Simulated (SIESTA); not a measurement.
**GaP under changes of volume**

One of the cells (20.240 Å³/atom); the others are scaled copies at fixed shape and fractional positions:

```
CELL_PARAMETERS angstrom
0.00000 2.72525 2.72525
2.72525 0.00000 2.72525
2.72525 2.72525 0.00000
ATOMIC_POSITIONS crystal
Ga 0.00000 0.00000 0.00000
P 0.75000 0.75000 0.75000
```

```yaml
Program: SIESTA 5.4.2
Functional: PBE
Potentials_or_basis: PseudoDojo 0.4 standard (PBE files, fully relativistic)
Basis: DZP (energy shift 0.002 Ry; radii capped at 9.5 bohr)
Grid_cutoff: 800 Ry
Energy_shift: 0.002 Ry
k_mesh: 6 × 6 × 6
Occupations: fermi-dirac, width 0.05 eV
Spin: non-collinear spin, zero start, spin-orbit coupling
Starting_moments: "[[0.0, 0.0, 0.0], [0.0, 0.0, 0.0]] μB"
```

```tsv
volume (Å³/atom)	energy over the lowest point (meV/atom)	pressure (GPa)	gap on the mesh (eV)
19.026	61.72	10.4	1.53
19.431	?	?	?
19.836	21.41	5.6	1.61
20.240	9.63	3.7	1.60
20.645	2.50	1.9	1.53
21.050	0.00	0.4	1.47
21.455	0.74	-1.0	1.40
```

Task: What does the run at 19.431 Å³/atom give?

Result: Energy over the lowest point 38.46 meV/atom; pressure 8.0 GPa; gap on the mesh 1.57 eV.

Worked out: A Birch-Murnaghan fit of order 3 (a polynomial in V^(-2/3)) to the other rows has its minimum at 21.14 Å³/atom with B0 = V·E''(V) = 75 GPa and B' = 5.4. It gives 38.50 meV/atom at 19.431 Å³/atom, against the run's 38.46, and -dE/dV = 7.9 GPa, against 8.0. A parabola through the other rows of the gap, of slope 1.56 eV per unit of ln V there, gives 1.58 eV, against the run's 1.57.

Energies are extrapolated to zero smearing.

Caveats: semicore shells carry a single zeta, which can move pressures by several GPa and volumes by a few percent; the basis of atomic orbitals isn't converged, which shifts pressures, moduli and gaps.

A mesh can miss the band edges.
